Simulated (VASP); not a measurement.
TiSe:

```
Se Ti
1.0
     4.17836    0.00000    0.00000
     0.00000    4.17836    0.00000
     0.00000    0.00000    5.98442
Se Ti
2 2
Direct
  0.00000 0.50000 0.76056
  0.50000 0.00000 0.23944
  0.00000 0.00000 0.00000
  0.50000 0.50000 0.00000
```

The cell comes from a database or a generator and needn't be the stable form of this composition.

| Item | Value |
| --- | --- |
| Program | VASP 6.6.1 |
| Task | relaxation of cell and atoms |
| Functional | rev-vdW-DF2 |
| Potentials or basis | VASP PAW PBE potentials, release 64 (Se, Ti_sv) |
| Cutoff | 600 eV |
| k mesh | 7 × 7 × 5 |
| Occupations | tetrahedron |
| Spin | no spin polarisation |

At the start: pressure -1.4 GPa; volume 26.12 Å³/atom.

Problem. How do energy, volume and symmetry change on relaxing?

Solution. Over 14 steps the energy falls by 18.5 meV/atom and the volume is 22.94 Å³/atom (-12.2 %); space group P4/nmm (No. 129, to 0.05 Å).

Step by step:
| step | energy change (eV) | largest force (eV/Å) | pressure (GPa) | volume (Å³) |
| --- | --- | --- | --- | --- |
| 1 | 0.0000 | 0.0346 | -1.39 | 104.48 |
| 2 | -0.0062 | 0.4085 | 0.90 | 101.09 |
| 3 | -0.0153 | 0.1497 | -0.51 | 102.37 |
| 4 | -0.0195 | 0.1386 | -0.51 | 101.89 |
| 5 | -0.0022 | 0.1748 | -0.55 | 103.79 |
| 6 | -0.0281 | 0.2102 | 0.03 | 100.27 |
| 7 | -0.0306 | 0.1261 | -0.41 | 100.53 |
| 8 | -0.0327 | 0.1186 | -0.45 | 100.29 |
| 9 | -0.0056 | 0.1355 | -0.62 | 103.53 |
| 10 | -0.0701 | 0.0900 | 0.36 | 93.29 |
| 11 | -0.0619 | 0.0321 | -0.45 | 96.19 |
| 12 | -0.0690 | 0.0295 | -0.22 | 94.48 |
| 13 | -0.0733 | 0.0075 | -0.06 | 92.68 |
| 14 | -0.0739 | 0.0073 | 0.01 | 91.78 |

Final structure:
```xyz
4
Lattice="4.1471 0.0000 0.0000 0.0000 4.1471 0.0000 0.0000 0.0000 5.3365" Properties=species:S:1:pos:R:3 pbc="T T T"
Se    0.0000    2.0735    3.8931
Se    2.0735    0.0000    1.4434
Ti    0.0000    0.0000    0.0000
Ti    2.0735    2.0735    0.0000
```

Caveat: the PAW data sets were made with another functional, which shifts forces and pressure a little; tetrahedron occupations give inexact forces and stress in metals.
